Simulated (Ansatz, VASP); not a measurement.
## Two plane-wave programs on PbS (Galena)

```
Pb S
1.0
     0.00000    2.96575    2.96575
     2.96575    0.00000    2.96575
     2.96575    2.96575    0.00000
Pb S
1 1
Direct
  0.00000 0.00000 0.00000
  0.50000 0.50000 0.50000
```

Alike in both runs: task single point; functional PBE; k mesh 8 × 8 × 8; occupations gaussian, width 0.013 eV; no spin polarisation.

|  | VASP | Ansatz |
| --- | --- | --- |
| version | VASP 6.6.1 | Ansatz 0.2.0 |
| potentials or method | VASP PAW PBE potentials, release 64 (Pb_d, S) | Ansatz PAW |
| plane-wave cutoff (eV) | 520 | 420 |
| valence electrons in the cell | 20 | 20 |

```tsv
	VASP	Ansatz	Ansatz less VASP
gap on the k mesh at the Fermi level (eV)	0.36	0.36	-0.007
least direct gap on the mesh (eV)	0.36	0.36	-0.007
pressure (GPa)	2.1	2.2	+0.09
```

Caveats: spin-orbit coupling is left out, which as a rule narrows the gap of such compounds by several tenths of an eV. A k mesh can miss the band edges.
